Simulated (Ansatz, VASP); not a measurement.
**Si3N4 in VASP and in Ansatz**

Contents of INCAR:

```
PREC     = Accurate       # precision mode
ENCUT    = 520            # plane-wave cutoff, eV
EDIFF    = 1E-6           # SCF threshold, eV
ISMEAR   = -1             # smearing method
SIGMA    = 0.05           # smearing width, eV
LREAL    = False          # projectors in reciprocal space
LASPH    = True           # aspherical terms in the spheres
NELM     = 60             # most SCF steps
ALGO     = Normal         # electronic algorithm
ISIF     = 2              # what is computed and relaxed
LWAVE    = False          # write WAVECAR
LCHARG   = False          # write CHGCAR
GGA      = PE             # functional
NBANDS   = 25             # bands
```

KPOINTS

```
regular mesh
0
Gamma
  9 9 9
```

The input POSCAR:

```
Si3N4
1.0
    4.1307800000      0.0000000000      0.0000000000
    0.0000000000      4.1307800000      0.0000000000
    0.0000000000      0.0000000000      4.1307800000
Si N
3 4
Direct
    0.0000000000      0.0000000000      0.5000000000
    0.5000000000      0.0000000000      0.0000000000
    0.0000000000      0.5000000000      0.0000000000
    0.2395200000      0.2395200000      0.7604800000
    0.7604800000      0.7604800000      0.7604800000
    0.2395200000      0.7604800000      0.2395200000
    0.7604800000      0.2395200000      0.2395200000
```

Contents of input.yaml:

```yaml
crystal:
  lattice:
    - [4.13078, 0.0, 0.0]
    - [0.0, 4.13078, 0.0]
    - [0.0, 0.0, 4.13078]
  atoms:
    - { symbol: Si, position: [0.0, 0.0, 0.5] }
    - { symbol: Si, position: [0.5, 0.0, 0.0] }
    - { symbol: Si, position: [0.0, 0.5, 0.0] }
    - { symbol: "N", position: [0.23952, 0.23952, 0.76048] }
    - { symbol: "N", position: [0.76048, 0.76048, 0.76048] }
    - { symbol: "N", position: [0.23952, 0.76048, 0.23952] }
    - { symbol: "N", position: [0.76048, 0.23952, 0.23952] }
hamiltonian:
  xc: pbe
  pseudopotentials: { kind: paw }
kpoints:
  mp_grid: { grid: [9, 9, 9] }
scf:
  occupations: { method: fermi_dirac, width: 0.05 }
output:
  forces: true
  stress: true
  eigenvalues: true
```

The cell was built by a generator and needn't be a form met in nature.

Alike in both runs: task single point; functional PBE; k mesh 9 × 9 × 9; occupations fermi-dirac, width 0.05 eV; no spin polarisation.

```csv
,VASP,Ansatz
version,VASP 6.6.1,Ansatz 0.2.0
potentials or method,"VASP PAW PBE potentials, release 64 (Si, N)",Ansatz PAW
plane-wave cutoff (eV),520,420
valence electrons in the cell,32,32
```

|  | VASP | Ansatz | Ansatz less VASP |
| --- | --- | --- | --- |
| gap on the k mesh at the Fermi level (eV) | 2.73 | 2.74 | +0.010 |
| least direct gap on the mesh (eV) | 2.92 | 2.93 | +0.011 |
| pressure (GPa) | -0.2 | 0.0 | +0.24 |
| rms of the force components (eV/Å) | 0.007 | 0.000 | -0.0069 |

Atom by atom the forces differ by 0.007 eV/Å (rms over components).

Caveats: an odd mesh through Γ misses points on the zone boundary, where band edges often lie (VASP); odd divisions of the mesh miss points on the zone boundary, where band edges often lie, so the gap on the mesh can be too wide (Ansatz); the pressure holds a Pulay correction of +0.5 GPa for the finite cutoff (Ansatz).
